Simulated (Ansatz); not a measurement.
BaTe: a vibration from a frozen displacement

Method: DFT r2SCAN, scalar-relativistic, plane waves, PAW in Ansatz. Cutoff 500 eV, Γ-centred 8×8×8 k-points, Gaussian smearing of 0.05 eV. Spin–orbit coupling is left out, which matters for the heavy elements here. No spin polarisation. Energies are free energies at this smearing, counted from the undisturbed cell; pressure is positive in compression.

Zero of the scan (as given, not relaxed at this level; it stands at 4.0 GPa):

```xyz
2
Lattice="0.0000 3.4100 3.4100 3.4100 0.0000 3.4100 3.4100 3.4100 0.0000" Properties=species:S:1:pos:R:3 pbc="T T T"
Ba    0.0000    0.0000    0.0000
Te    3.4100    3.4100    3.4100
```

Every Te atom is moved by x along the Cartesian unit vector (0.000, 1.000, 0.000); the cell and all other atoms stay fixed. The cell's volume is 79.30 Å³; the moved atoms weigh 127.600 u together and the others 137.327 u. Some rows repeat others by symmetry and weren't run.

```
  x (Å)  ΔE (meV/cell) total force on the moved atoms along the move (eV/Å) pressure (GPa)
-0.2000          67.55                                                0.7091          4.4352
-0.1750          51.11                                                0.6067          4.3413
-0.1500          37.17                                                0.5098          4.2612
-0.1250          25.59                                                0.4177          4.1945
-0.1000          16.26                                                0.3294          4.1407
-0.0750           9.09                                                0.2443          4.0993
-0.0500           4.02                                                0.1615          4.0700
-0.0250           1.00                                                0.0804          4.0525
 0.0000           0.00                                                0.0000          4.0467
 0.0250           1.00                                               -0.0804          4.0525
 0.0500           4.02                                               -0.1615          4.0700
 0.0750           9.09                                               -0.2443          4.0993
 0.1000          16.26                                               -0.3294          4.1407
 0.1250          25.59                                               -0.4177          4.1945
 0.1500          37.17                                               -0.5098          4.2612
 0.1750          51.11                                               -0.6067          4.3413
 0.2000          67.55                                               -0.7091          4.4352
```

Question: What frequency belongs to this motion?

Answer: The force constant is k = −dF/dx = 3.216 eV/Å², from the parabola through x = -0.0250, 0 and 0.0250. In every cell the moved atoms swing against the rest, so the mass is μ = m₁m₂/(m₁ + m₂) = 66.142 u, and ν̃ = 521.5 cm⁻¹ × √(|k|/μ) = 115 cm⁻¹, at this cell's pressure of 4.0 GPa. To first order in x, and within 1 %, the force on every atom lies along the move and, within each of the two groups, in proportion to the atom's mass, so this is itself a mode at the zone centre of this cell, taken without macroscopic field (the transverse frequency in a polar insulator).

Question: How far does the harmonic law reach?

Answer: At x = -0.200 Å, kx²/2 = 64.32 meV against the computed 67.55 meV (+5.0 %): the well is still close to harmonic there.

Question: The pressure changes with x². What does that say about the frequency under compression?

Answer: With E = k(V)x²/2, k ∝ V^(−2γ) and x scaling with the cell as V^(1/3), P − P0 = −∂E/∂V = (2γ − 2/3) ΔE/V. At x = 0.0500 Å, V(P − P0) = 79.30 × 0.02332 / 160.2 eV = 11.54 meV and ΔE = 4.02 meV, so γ = 1/3 + V(P − P0)/(2ΔE) = 1.77. This is the Grüneisen parameter of the motion under uniform scaling of the cell: shrinking the cell evenly by 1 % in volume raises the frequency by about 1.77 %.